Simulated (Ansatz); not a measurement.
The reference is a 32-atom supercell of InN in the wurtzite structure (space group P6_3mc, No. 186; a = 3.5373 Å, c = 5.7140 Å) at its relaxed geometry.

Method: Ansatz (a quantum-chemistry and plane-wave program) PBEsol, spin-orbit coupling left out, earlier PAW set.

For the base:

- Pressure: 0.0 GPa

Perturbation: one N atom is added in an open site, starting 2.26 Å from the nearest host atom, atoms relaxed at fixed cell, starting from a slightly rattled geometry.

Question: Estimate the effect on the final site of the added atom.

Answer: The final site of the added atom is 1 N at 1.31 Å and 3 In at 2.10–2.82 Å.

Question: Estimate the effect on the pressure.

Answer: The pressure goes from zero to 4.0 GPa.

Question: Estimate the effect on the largest displacement of a host atom from its site in the perfect cell.

Answer: The largest displacement of a host atom from its site in the perfect cell comes out as 0.72 Å.

The cell is small, so the values are those of an ordered compound at a high defect concentration; dilute-limit values will differ. The mesh was chosen for an insulator and is coarse for the gapless case. The final runs are not spin-polarised. The defect cell is not spin-polarised.
